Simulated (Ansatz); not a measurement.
# Al3As4: the cost of one run

Computed with Ansatz 0.2.0 (DFT PBE, scalar-relativistic, plane waves, PAW, unless a step's input says otherwise).

4 further runs of the same task are left out: 4 set aside as unsound or not needed.

## (1) Starting point

Symmetry: F-43m, No. 216, cubic system. The conventional cell has a = 5.728 Å, b = 5.728 Å, c = 5.728 Å, α = 90.00°, β = 90.00°, γ = 90.00°. Al (site symmetry -43m) is surrounded by 4 As at 2.48 Å. Around As (site symmetry -43m) lie 4 Al at 2.48 Å.

As a file:

```
CELL_PARAMETERS angstrom
0.00000 2.86396 2.86396
2.86396 0.00000 2.86396
2.86396 2.86396 0.00000
ATOMIC_POSITIONS crystal
Al 0.00000 0.00000 0.00000
As 0.75000 0.75000 0.75000
```

It goes back to an entry of the Materials Project.

This cell was relaxed beforehand with the same method: volume 23.49 Å³/atom, gap on the mesh 1.50 eV.

The host's static dielectric tensor, from an earlier linear-response run, has a mean of 11.56.

The perfect supercell (rows 1 -1 1; -1 -1 1; 1 -1 -1 in vectors of this cell) comes from an earlier run at this level (8 atoms, E(σ→0) -21578.4087 eV, gap 1.50 eV on its own mesh).

## (2) The defect cell

The atom at (0.500, 0.000, 0.500) of the supercell is taken out. The other atoms start on their ideal sites. Its neighbours are 4 As at 2.48 Å.

## (3) Charge state 0

Input file input.yaml:

```yaml
crystal:
  lattice:
    - [0.0, 5.7279123196, 0.0]
    - [0.0, 0.0, -5.7279123196]
    - [-5.7279123196, 0.0, 0.0]
  atoms:
    - { symbol: Al, position: [0.0, 1.0, 0.0] }
    - { symbol: Al, position: [0.5, 0.5, 0.0] }
    - { symbol: Al, position: [0.0, 0.5, 0.5] }
    - { symbol: As, position: [0.75, 0.75, 0.75], spin: 0.25 }
    - { symbol: As, position: [0.25, 0.75, 0.25], spin: 0.25 }
    - { symbol: As, position: [0.75, 0.25, 0.25], spin: 0.25 }
    - { symbol: As, position: [0.25, 0.25, 0.75], spin: 0.25 }
  host:
    lattice:
      - [0.0, 2.8639561598, 2.8639561598]
      - [2.8639561598, 0.0, 2.8639561598]
      - [2.8639561598, 2.8639561598, 0.0]
    atoms:
      - { symbol: Al, position: [0.0, 0.0, 0.0] }
      - { symbol: As, position: [0.75, 0.75, 0.75] }
basis:
  ecutwfc: 420
  xc_grid: 2
kpoints:
  mp_grid: { grid: [3, 3, 3], shift: [0.0, 0.0, 0.0] }
hamiltonian:
  xc: pbe
scf:
  occupations: { method: gaussian, width: 0.01 }
output:
  forces: true
  stress: false
  eigenvalues: true
  populations: true
  charged_corrections:
    defect_position: [0.5, 1.0, 0.5]
    epsilon: [[11.5641, 0.0, 0.0], [0.0, 11.5641, 0.0], [0.0, 0.0, 11.5641]]
  write_density: true
  write_potential: true
  elf: true
  volumetric_format: npy
magnetization:
  spin_polarized: true
relax:
  adjacent_minimum: "off"
  f_tol: 0.025
  max_steps: 45
```

Launch:

```bash
$ ansatz run input.yaml --threads 4 --pin off --max-ram 8192MiB --backend cpu --events-out ev --progress --plain --runs-dir out
```

What time and memory should one allow on 4 threads of Arm Neoverse V2, shared host?

About 4.8 s, with a peak of 0.48 GiB.
